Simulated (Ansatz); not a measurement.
Crystal: InSe.

```
CELL_PARAMETERS angstrom
4.05000 0.00000 0.00000
-2.02500 3.50740 0.00000
0.00000 0.00000 16.93000
ATOMIC_POSITIONS crystal
In 0.66667 0.33333 0.84300
In 0.33333 0.66667 0.34300
In 0.66667 0.33333 0.65700
In 0.33333 0.66667 0.15700
Se 0.66667 0.33333 0.39800
Se 0.33333 0.66667 0.89800
Se 0.66667 0.33333 0.10200
Se 0.33333 0.66667 0.60200
```

Base run:

| Quantity | Value |
| --- | --- |
| Program | Ansatz 0.2.0 |
| Functional | LDA |
| Potentials or basis | Ansatz PAW |
| Cutoff | 420 eV |
| Density cutoff | 1680 eV |
| k mesh | 8 × 8 × 2 |
| Occupations | fermi-dirac, width 0.05 eV |
| Spin | no spin polarisation |

Its results: band gap on the k mesh none (metal or under the smearing width); pressure 3.4 GPa; largest force 2.604 eV/Å.

Task: The run is repeated on the same cell with these changes: functional from LDA to r2SCAN; cutoff from 420 eV to 500 eV; density cutoff from 1680 eV to 2000 eV. What comes out?

Result: Band gap on the k mesh none (metal or under the smearing width); pressure 5.9 GPa; largest force 2.867 eV/Å.

Caveats: the PAW data sets come from PBE, with cores solved anew for the run's functional, which leaves a small shift of forces and pressure; forces of over 1 eV/Å show positions far from the minimum, so gaps and moduli don't describe the material at rest.

Not every run made on this cell is shown here.
